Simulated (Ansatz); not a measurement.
## Cd₅O₂: competing structures

The calculation used Ansatz 0.2.0, DFT PBE, scalar-relativistic, plane waves, PAW. All cells share a 420 eV cutoff and Γ-centred k meshes spaced at most about 0.3 Å⁻¹ (about 0.25 or finer for metals, 2π included). No spin polarisation.

Energies over the elements count from the elements' standard structures at the same level (O₂ as a molecule), with no fitted energy shifts.

All energies are static (0 K, no zero-point motion). Only the structures computed here compete, so a lower one can exist. For metals, differences of a few meV/atom aren't resolved.

Invented guesses were relaxed alike, and ends that match in structure were merged. ΔE counts from the first row. Coordination counts Cd atoms around O (those within 1.25 times the shortest such distance or 1.15 times the sum of covalent radii, 1.27 where that leaves under three; a plus sign parts nearer from farther groups). The ends were matched against large subsets of the Crystallography Open Database and the Materials Project, so a missing match doesn't prove that a structure is unreported.

| # | reached from | type and space group | atoms | Å³/atom | coordination | ΔE (meV/atom) | gap on mesh (eV) | in databases |
| --- | --- | --- | --- | --- | --- | --- | --- | --- |
| 1 | a cell proposed by chemical analogy | P-3m1 (No. 164) | 7 | 17.8 | O 6 | 0 | 0.00 | no match |
| 2 | a cell proposed by chemical analogy | R-3m (No. 166) | 7 | 17.8 | O 6 | 34 | 0.00 | no match |
| 3 | a cell proposed by chemical analogy | I4/mmm (No. 139) | 7 | 18.1 | O 6 | 40 | 0.00 | no match |
| 4 | Cu5Ge2 type (R-3m) | R-3m (No. 166) | 7 | 20.7 | O 3+1 | 108 | 0.00 | no match |

The lowest: Space group P-3m1 (No. 164), trigonal, a = 3.357 Å, c = 12.757 Å. Cd on a site of symmetry -3m is surrounded by 6 O at 2.39 Å and 12 Cd at 3.36–3.41 Å; around Cd on a site of symmetry 3m lie 3 O at 2.40 Å, 3 Cd at 3.08 Å and 9 Cd at 3.36–3.41 Å; around Cd on a second site of symmetry 3m lie 6 Cd at 3.06–3.08 Å, 6 Cd at 3.36 Å and 1 O at 3.80 Å; O has 6 Cd at 2.39–2.40 Å, 9 O at 3.36–3.39 Å and 1 Cd at 3.80 Å. Its energy over the elements is −0.52 eV/atom. Whether it is stable depends on the other phases of the system, which aren't compared here. An observed structure of this formula, if there is one, may be missing.

```
Cd O
1.0
     3.35748    0.00000    0.00000
    -1.67874    2.90766    0.00000
     0.00000    0.00000   12.75651
Cd O
5 2
Cartesian
  0.0000 0.0000 0.0000
  0.0000 1.9384 2.8045
  1.6787 0.9692 9.9520
  1.6787 0.9692 5.1928
  0.0000 1.9384 7.5637
  0.0000 1.9384 11.3655
  1.6787 0.9692 1.3910
```

The second: Space group R-3m (No. 166), trigonal, a = 3.350 Å, c = 38.414 Å. Around Cd on a site of symmetry 3m lie 3 O at 2.40 Å, 3 Cd at 3.06 Å and 9 Cd at 3.35–3.45 Å; Cd on a second site of symmetry 3m has 3 O at 2.41 Å, 3 Cd at 3.04 Å and 9 Cd at 3.35–3.45 Å; Cd on a site of symmetry -3m is surrounded by 6 Cd at 3.06 Å, 6 Cd at 3.35 Å and 2 O at 3.79 Å; O has 6 Cd at 2.40–2.41 Å, 6 O at 3.35 Å and 2 Cd at 3.79 Å. Counting Cd atoms around O, the first and the second both have O 6. Cells relaxed within their symmetry can be saddle points. Some candidate types were left out of the draw beforehand, so a known form may be missing.
